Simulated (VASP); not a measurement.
# TePb (Fm-3m) in VASP: settings compared

One crystal, TePb, is run at these levels: PBEsol, LDA; tasks: relaxation of cell and atoms, relaxation of the atoms.

All numbers are computed with VASP 6.6.1; they aren't measurements. Logs are shortened: lines on timing, memory, paths and dates and some standing lists are left out, and cuts for length are marked.

## (1) The structure

Symmetry: Fm-3m, No. 225, cubic system. The conventional cell has a = 6.405 Å, b = 6.405 Å, c = 6.405 Å, α = 90.00°, β = 90.00°, γ = 90.00°. Te (site symmetry m-3m) has 6 Pb at 3.20 Å as nearest neighbours. Around Pb (site symmetry m-3m) lie 6 Te at 3.20 Å.

## (2) Relaxation of cell and atoms, PBEsol, target pressure 0.85 GPa, at which the enthalpy is minimised

The input, INCAR:

```
SYSTEM = TePb
ALGO = Normal
EDIFF = 1E-7
EDIFFG = -0.005
ENCUT = 600
GGA = PS
IBRION = 2
ISIF = 3
ISMEAR = 0
LASPH = .True.
LCHARG = .False.
LREAL = .False.
LWAVE = .False.
NELM = 80
NSW = 90
PREC = Accurate
PSTRESS = 8.5
SIGMA = 0.03
```

The input, KPOINTS:

```
k-points
0
Gamma
  8 8 8
  0 0 0
```

The input, POSCAR:

```
TePb                                    
1.0
    0.0000000000      3.2024680149      3.2024680149
    3.2024680149      0.0000000000      3.2024680149
    3.2024680149      3.2024680149     -0.0000000000
  Te              Pb            
     1     1
Direct
     0.5000000000000000    0.5000000000000000    0.5000000000000000
     0.0000000000000000    0.0000000000000000    0.0000000000000000
```

Potentials or basis: VASP PAW PBE potentials, release 64 (Te, Pb_d).

On the command line:

```console
$ cat potpaw_PBE.64/Te/POTCAR potpaw_PBE.64/Pb_d/POTCAR > POTCAR
$ mpirun -np 1 vasp_std > vasp.out
```

OUTCAR:

```text
SYSTEM = TePb
   EDIFF = 1E-7
   EDIFFG = -0.005
   ENCUT = 600
   GGA = PS
   IBRION = 2
   ISIF = 3
   ISMEAR = 0
   LASPH = .True.
   LREAL = .False.
   NELM = 80
   NSW = 90
   PREC = Accurate
   PSTRESS = 8.5

 ion  position               nearest neighbor table
   1  0.500  0.500  0.500-   2 3.20   2 3.20   2 3.20   2 3.20   2 3.20   2 3.20
   2  0.000  0.000  0.000-   1 3.20   1 3.20   1 3.20   1 3.20   1 3.20   1 3.20

  LATTYP: Found a face centered cubic cell.
 ALAT       =     6.4049360298

  Lattice vectors:

 A1 = (   0.0000000000,   3.2024680149,   3.2024680149)
 A2 = (   3.2024680149,   0.0000000000,   3.2024680149)
 A3 = (   3.2024680149,   3.2024680149,   0.0000000000)

Analysis of symmetry for initial positions (statically):
=====================================================================
 Subroutine PRICEL returns:
 Original cell was already a primitive cell.

 Routine SETGRP: Setting up the symmetry group for a
 face centered cubic supercell.

 Subroutine GETGRP returns: Found 48 space group operations
 (whereof 48 operations were pure point group operations)
 out of a pool of 48 trial point group operations.

The static configuration has the point symmetry O_h .

Analysis of symmetry for dynamics (positions and initial velocities):
=====================================================================
 Subroutine PRICEL returns:
 Original cell was already a primitive cell.

 Routine SETGRP: Setting up the symmetry group for a
 face centered cubic supercell.

 Subroutine GETGRP returns: Found 48 space group operations
 (whereof 48 operations were pure point group operations)
 out of a pool of 48 trial point group operations.

The dynamic configuration has the point symmetry O_h .

 Subroutine INISYM returns: Found 48 space group operations
 (whereof 48 operations are pure point group operations),
 and found     1 'primitive' translations

----------------------------------------------------------------------------------------

                                     Primitive cell

  volume of cell :      65.6878

  direct lattice vectors                    reciprocal lattice vectors
     0.000000000  3.202468015  3.202468015    -0.156129584  0.156129584  0.156129584
     3.202468015  0.000000000  3.202468015     0.156129584 -0.156129584  0.156129584
     3.202468015  3.202468015  0.000000000     0.156129584  0.156129584 -0.156129584

  length of vectors
     4.528973700  4.528973700  4.528973700     0.270424373  0.270424373  0.270424373

  position of ions in fractional coordinates (direct lattice)
     0.500000000  0.500000000  0.500000000
     0.000000000  0.000000000  0.000000000

  ion indices of the primitive-cell ions
   primitive index   ion index
                 1           1
                 2           2

----------------------------------------------------------------------------------------

 KPOINTS: k-points

Automatic generation of k-mesh.
 Grid dimensions read from file:
 generate k-points for:    8    8    8

 Generating k-lattice:

  Cartesian coordinates                     Fractional coordinates (reciprocal lattice)
    -0.019516198  0.019516198  0.019516198     0.125000000  0.000000000  0.000000000
     0.019516198 -0.019516198  0.019516198     0.000000000  0.125000000  0.000000000
     0.019516198  0.019516198 -0.019516198     0.000000000  0.000000000  0.125000000

  Length of vectors
     0.033803047  0.033803047  0.033803047

  Shift w.r.t. Gamma in fractional coordinates (k-lattice)
     0.000000000  0.000000000  0.000000000

 Subroutine IBZKPT returns following result:
 ===========================================

 Found     29 irreducible k-points:

 Following reciprocal coordinates:
            Coordinates               Weight
  0.000000  0.000000  0.000000      1.000000
  0.125000  0.000000  0.000000      8.000000
  0.250000  0.000000  0.000000      8.000000
  0.375000  0.000000  0.000000      8.000000
  0.500000  0.000000  0.000000      4.000000
  0.125000  0.125000  0.000000      6.000000
[... 16 lines left out ...]
  0.500000  0.250000  0.125000     48.000000
 -0.375000  0.250000  0.125000     24.000000
 [... further k-points ...]
   k-points           NKPTS =     29   k-points in BZ     NKDIM =     29   number of bands    NBANDS=     14
   number of dos      NEDOS =    301   number of ions     NIONS =      2
   total plane-waves  NPLWV =  46656
   dimension x,y,z NGX =    36 NGY =   36 NGZ =   36
   dimension x,y,z NGXF=    72 NGYF=   72 NGZF=   72
   ions per type =               1   1
   NGX,Y,Z   is equivalent  to a cutoff of  13.21, 13.21, 13.21 a.u.
   NGXF,Y,Z  is equivalent  to a cutoff of  26.43, 26.43, 26.43 a.u.
 SYSTEM =  TePb
   PREC   = accura    normal or accurate (medium, high low for compatibility)
   ISTART =      0    job   : 0-new  1-cont  2-samecut
   ICHARG =      2    charge: 1-file 2-atom 10-const
   ISPIN  =      1    spin polarized calculation?
   LNONCOLLINEAR =      F non collinear calculations
   LSORBIT =      F    spin-orbit coupling
   LASPH  =      T    aspherical Exc in radial PAW
   ENCUT  =  600.0 eV  44.10 Ry    6.64 a.u.   9.05  9.05  9.05*2*pi/ulx,y,z
   NELM   =     80;   NELMIN=  2; NELMDL= -5     # of ELM steps
   EDIFF  = 0.1E-06   stopping-criterion for ELM
   LREAL  =      F    real-space projection
   EDIFFG = -.5E-02   stopping-criterion for IOM
   NSW    =     90    number of steps for IOM
   IBRION =      2    ionic relax: 0-MD 1-quasi-New 2-CG
   NFREE  =      1    steps in history (QN), initial steepest desc. (CG)
   ISIF   =      3    stress and relaxation
   ISYM   =      2    0-nonsym 1-usesym 2-fastsym
   POTIM  = 0.5000    time-step for ionic-motion
   TEBEG  =    0.0;   TEEND  =   0.0 temperature during run
   PSTRESS=    8.5 pullay stress
   NELECT =      20.0000    total number of electrons
   NUPDOWN=      -1.0000    fix difference up-down
   EMIN   =  10.00;   EMAX   =-10.00  energy-range for DOS
   EFERMI =   0.00;   METHOD = LEGACY
   ISMEAR =     0;   SIGMA  =   0.03  broadening in eV -4-tet -1-fermi 0-gaus
   EFERMI_NEDOS =   21; number of points for ismear=-14 and -15
   IALGO  =     38    algorithm
   IMIX   =      4    mixing-type and parameters
     AMIX     =   0.40;   BMIX     =  1.00
     AMIX_MAG =   1.60;   BMIX_MAG =  1.00
  volume/ion in A,a.u.               =      32.84       221.64
  Fermi-wavevector in a.u.,A,eV,Ry     =   1.101345  2.081240 16.503332  1.212961
  Thomas-Fermi vector in A             =   2.237771
   LORBIT       =      0    0 simple, 1 ext, 2 COOP (PROOUT), +10 PAW based schemes
   GGA     = PS    functional components
   LHFCALC =     F    Hartree Fock is set to
   AEXX    =    0.0000 exact exchange contribution
   IVDW    =     0    specifies the selected vdW correction
   LEPSILON=     F    determine dielectric tensor
   LRPA    =     F    only Hartree local field effects (RPA)
 conjugate gradient relaxation of ions
 non-spin polarized calculation
 Gauss-broadening in eV      SIGMA  =   0.03
  energy-cutoff  :      600.00
  volume of cell :       65.69
 maximum number of plane-waves:      2209
   NGX = 19   NGY = 19   NGZ = 19

 number of electron      20.0000000 magnetization

 Free energy of the ion-electron system (eV)
  ---------------------------------------------------
  ext. energy  EPLUGINS =         0.00000000
  ---------------------------------------------------
  free energy    TOTEN  =        -8.25598894 eV

  energy without entropy =       -8.25598894  energy(sigma->0) =       -8.25598894

 E-fermi :   6.0122     XC(G=0):  -9.5897

 val. band max:        5.8146209906   @ k =   0.5000   0.0000   0.0000
 cond. band min:       6.4244613237   @ k =   0.5000   0.0000   0.0000
 fundamental gap:      0.6098403332
 Fermi energy:         6.0122197799

 k-point     1 :       0.0000    0.0000    0.0000
  band No.  band energies     occupation
      1     -10.8676      2.00000
      2     -10.8676      2.00000
      3     -10.8545      2.00000
      4     -10.8545      2.00000
      5     -10.8545      2.00000
      6      -6.4508      2.00000
      7       0.2621      2.00000
      8       4.3720      2.00000
      9       4.3720      2.00000
     10       4.3720      2.00000
     11       9.8941      0.00000
     12       9.8941      0.00000
     13       9.8941      0.00000
     14      11.5047      0.00000

 k-point     2 :       0.1250    0.0000    0.0000
  band No.  band energies     occupation
      1     -10.8697      2.00000
      2     -10.8697      2.00000
      3     -10.8541      2.00000
      4     -10.8521      2.00000
      5     -10.8521      2.00000
      6      -6.3114      2.00000
      7      -0.2146      2.00000
      8       4.4132      2.00000
      9       4.4132      2.00000
     10       4.6430      2.00000
     11       9.0792      0.00000
     12       9.2712      0.00000
     13       9.2712      0.00000
     14      11.3127      0.00000

 k-point     3 :       0.2500    0.0000    0.0000
  band No.  band energies     occupation
      1     -10.8757      2.00000
      2     -10.8757      2.00000
      3     -10.8532      2.00000
      4     -10.8452      2.00000
      5     -10.8452      2.00000
      6      -5.9089      2.00000
      7      -1.2643      2.00000
      8       4.5417      2.00000
      9       4.5417      2.00000
     10       5.1226      2.00000
     11       7.8661      0.00000
     12       8.2078      0.00000
     13       8.2078      0.00000
     14      11.6322      0.00000
[... 324 lines left out ...]
 k-point    23 :       0.5000    0.2500    0.1250
  band No.  band energies     occupation
      1     -10.8999      2.00000
      2     -10.8740      2.00000
      3     -10.8518      2.00000
      4     -10.8390      2.00000
      5     -10.8343      2.00000
      6      -5.0473      2.00000
      7      -2.2582      2.00000
      8       2.8329      2.00000
      9       3.5468      2.00000
     10       5.0506      2.00000
     11       7.4529      0.00000
     12       8.9176      0.00000
     13      10.0656      0.00000
     14      11.5330      0.00000

 k-point    24 :      -0.3750    0.2500    0.1250
  band No.  band energies     occupation
      1     -10.9019      2.00000
      2     -10.8767      2.00000
      3     -10.8478      2.00000
      4     -10.8411      2.00000
      5     -10.8317      2.00000
      6      -4.7277      2.00000
      7      -2.6622      2.00000
      8       2.8724      2.00000
      9       3.0956      2.00000
     10       5.3137      2.00000
     11       7.0543      0.00000
     12       9.3750      0.00000
     13       9.8717      0.00000
     14      12.5390      0.00000

 [... further k-points ...]
[... 5 lines left out ...]
  --------------------------------------------------------------------------------------
  -------------------------------------------------------------------------------------
  Total        0.3466599      0.3466599      0.3466599      0.0000000      0.0000000      0.0000000
  in kB        8.4553150      8.4553150      8.4553150      0.0000000      0.0000000      0.0000000
  external PRESSURE =      -0.0446850 kB  Pullay stress =       8.5000000 kB

 VOLUME and BASIS-vectors are now :
 -----------------------------------------------------------------------------
  energy-cutoff  :      600.00
  volume of cell :       65.69
      direct lattice vectors                 reciprocal lattice vectors
     0.000000000  3.202468015  3.202468015    -0.156129584  0.156129584  0.156129584
     3.202468015  0.000000000  3.202468015     0.156129584 -0.156129584  0.156129584
     3.202468015  3.202468015  0.000000000     0.156129584  0.156129584 -0.156129584

 POSITION                                       TOTAL-FORCE (eV/Angst)
 -----------------------------------------------------------------------------------
      3.20247      3.20247      3.20247        -0.000000      0.000000      0.000000
      0.00000      0.00000      0.00000         0.000000     -0.000000     -0.000000
 -----------------------------------------------------------------------------------
    total drift:                               -0.000000      0.000000      0.000000

  FREE ENERGIE OF THE ION-ELECTRON SYSTEM (eV)
  ---------------------------------------------------
  free  energy   TOTEN  =        -8.2559889438 eV

  energy  without entropy=       -8.2559889438  energy(sigma->0) =       -8.25598894

  enthalpy is  TOTEN    =        -7.9074970010 eV   P V=        0.3484919428

 reached required accuracy - stopping structural energy minimisation
```

It took 23 s on 1 thread of Intel Xeon Platinum 8375C at 2.90GHz (Ice Lake), shared host; peak memory 0.22 GiB.

What came out:

```yaml
Free_energy: -8.2560 eV
Pressure_after_relaxing: 0.8 GPa
Band_gap_on_the_k_mesh: 0.61 eV, direct
```

Final structure:
```
CELL_PARAMETERS angstrom
0.00000 3.20247 3.20247
3.20247 0.00000 3.20247
3.20247 3.20247 0.00000
ATOMIC_POSITIONS crystal
Te 0.50000 0.50000 0.50000
Pb 0.00000 0.00000 0.00000
```

Levels at points of the mesh, in eV from the valence-band top:
```
           k point  band 7  band 8  band 9  band 10  band 11  band 12  band 13  band 14
(0.00, 0.00, 0.00)   -5.55   -1.44   -1.44    -1.44     4.08     4.08     4.08     5.69
(0.50, 0.00, 0.00)   -8.76   -0.96   -0.96     0.00     0.61     1.17     1.17     8.31
(0.50, 0.50, 0.00)   -7.36   -4.74   -2.97    -2.97     3.09     5.55     5.55     6.83
```

Caveat: the relaxation stopped at its first step, so nothing moved; the cell is relaxed towards a set pressure, so the enthalpy falls and the energy may rise; the PAW data sets were made with another functional, which shifts forces and pressure a little; spin-orbit coupling is left out, which as a rule narrows the gap of such compounds by several tenths of an eV. A k mesh can miss the band edges.

## (3) Relaxation of cell and atoms, LDA

This run uses another cell than the first one, of 33.73 Å³/atom, 1.027 times its volume.

The input, INCAR:

```
PREC     = Accurate       # precision mode
ENCUT    = 600            # plane-wave cutoff, eV
EDIFF    = 1E-6           # SCF threshold, eV
ISMEAR   = 0              # smearing method
SIGMA    = 0.03           # smearing width, eV
LREAL    = F              # projectors in reciprocal space
LASPH    = T              # aspherical terms in the spheres
NELM     = 80             # most SCF steps
ALGO     = Normal         # electronic algorithm
ISIF     = 3              # what is computed and relaxed
LWAVE    = F              # write WAVECAR
LCHARG   = F              # write CHGCAR
GGA      = CA             # functional
IBRION   = 2              # ionic algorithm
NSW      = 90             # ionic steps
EDIFFG   = -0.01          # ionic threshold
```

The input, KPOINTS:

```
regular mesh
0
Gamma
  8 8 8
```

The input, POSCAR:

```
TePb
1.0
    0.0000000000      3.2310000000      3.2310000000
    3.2310000000      0.0000000000      3.2310000000
    3.2310000000      3.2310000000      0.0000000000
Te Pb
1 1
Direct
    0.5000000000      0.5000000000      0.5000000000
    0.0000000000      0.0000000000      0.0000000000
```

Potentials or basis: VASP PAW LDA potentials, release 64 (Te, Pb_d).

On the command line:

```console
$ cat potpaw_LDA.64/Te/POTCAR potpaw_LDA.64/Pb_d/POTCAR > POTCAR
$ mpirun -np 1 vasp_std > vasp.out
```

Run time: 46 s. Hardware: 1 thread of AMD EPYC 9R45 (Zen 5), shared host; peak memory 0.18 GiB.

Results (log left out):

```
Free energy                            : -8.7750 eV
Relaxed volume                         : 32.55 Å³/atom
Relaxed cell                           : a = 4.515 Å, b = 4.515 Å, c = 4.515 Å, α = 60.00°, β = 60.00°, γ = 60.00°
Space group after relaxing (to 0.05 Å) : Fm-3m (No. 225)
Energy gained by relaxing              : 6.2 meV/atom
Ionic steps                            : 3
Pressure after relaxing                : 0.0 GPa
Band gap on the k mesh                 : 0.56 eV, direct
```

The path:
```
step  energy change (eV)  largest force (eV/Å)  pressure (GPa)  volume (Å³)
   1              0.0000                0.0000           -1.62        67.46
   2             -0.0103                0.0000            0.71        64.18
   3             -0.0123                0.0000           -0.01        65.09
```

Final structure:
```
CELL_PARAMETERS angstrom
0.00000 3.19278 3.19278
3.19278 0.00000 3.19278
3.19278 3.19278 0.00000
ATOMIC_POSITIONS crystal
Te 0.50000 0.50000 0.50000
Pb 0.00000 0.00000 0.00000
```

Levels at points of the mesh, in eV from the valence-band top:
| k point | band 8 | band 9 | band 10 | band 11 | band 12 | band 13 |
| --- | --- | --- | --- | --- | --- | --- |
| (0.00, 0.00, 0.00) | -1.49 | -1.49 | -1.49 | 4.02 | 4.02 | 4.02 |
| (0.50, 0.00, 0.00) | -0.99 | -0.99 | 0.00 | 0.56 | 1.11 | 1.11 |
| (0.50, 0.50, 0.00) | -4.81 | -3.03 | -3.03 | 3.09 | 5.51 | 5.51 |

Caveat: spin-orbit coupling is left out, which as a rule narrows the gap of such compounds by several tenths of an eV. A k mesh can miss the band edges.

(Continued in part 2 of 2.)
